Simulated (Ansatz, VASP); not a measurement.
**MgSe3: VASP beside Ansatz**

Contents of INCAR:

```
SYSTEM = MgSe3
  PREC = Accurate
  ENCUT = 600
  EDIFF = 1E-7
  ISMEAR = 0
  SIGMA = 0.1
  LREAL = .FALSE.
  LASPH = .TRUE.
  NELM = 80
  ALGO = Normal
  ISIF = 3
  LWAVE = .FALSE.
  LCHARG = .FALSE.
  GGA = PE
  IBRION = 2
  NSW = 90
  EDIFFG = -0.04
```

KPOINTS

```
regular mesh
0
G
  6 6 4
  0 0 0
```

Contents of POSCAR:

```
MgSe3
1.0
    3.5266785800      0.0000000000      0.0000000000
   -1.7633392900      3.0541932400      0.0000000000
    0.0000000000      0.0000000000      7.0950343000
Mg Se
1 3
Direct
    0.0000000000      0.0000000000      0.0000000000
    0.5000000000      0.0000000000      0.5000000000
    0.0000000000      0.5000000000      0.5000000000
    0.5000000000      0.5000000000      0.5000000000
```

Input for Ansatz:

```yaml
crystal:
  lattice:
    - [3.52667858, 0.0, 0.0]
    - [-1.76333929, 3.05419324, 0.0]
    - [0.0, 0.0, 7.0950343]
  atoms:
    - { symbol: Mg, position: [0.0, 0.0, 0.0] }
    - { symbol: Se, position: [0.5, 0.0, 0.5] }
    - { symbol: Se, position: [0.0, 0.5, 0.5] }
    - { symbol: Se, position: [0.5, 0.5, 0.5] }
basis:
  ecutwfc: 420
kpoints:
  mp_grid: { grid: [6, 6, 4] }
hamiltonian:
  xc: pbe
scf:
  occupations: { method: gaussian, width: 0.1 }
  lower_state_search: "off"
output:
  forces: true
  stress: true
  eigenvalues: true
relax:
  adjacent_minimum: "off"
  f_tol: 0.04
  max_steps: 70
  cell: { stress_tol: 0.4 }
```

Alike in both runs: task relaxation of cell and atoms; functional PBE; k mesh 6 × 6 × 4; occupations gaussian, width 0.1 eV; no spin polarisation.

|  | VASP | Ansatz |
| --- | --- | --- |
| version | VASP 6.6.1 | Ansatz 0.2.0 |
| potentials or method | VASP PAW PBE potentials, release 64 (Mg, Se) | scalar-relativistic, plane waves, PAW |
| plane-wave cutoff (eV) | 600 | 420 |
| valence electrons in the cell | 20 | 58 |

Ansatz gave:

- gap on the k mesh at the Fermi level, each at its own relaxed structure (eV): none
- relaxed volume (Å³/atom): 22.24
- relaxed cell length with the largest relative difference (Å): 3.240
- energy change over the relaxation (meV/atom): -11482

Which values does VASP return?

gap on the k mesh at the Fermi level, each at its own relaxed structure (eV): none; relaxed volume (Å³/atom): 21.67; relaxed cell length with the largest relative difference (Å): 2.951; energy change over the relaxation (meV/atom): -11777.

A gap of «none» marks a metal or a gap that the smearing closes. One of these differences is far larger than is usual between the two programs; its cause wasn't traced. The two sets of potentials don't hold the same shells in valence.
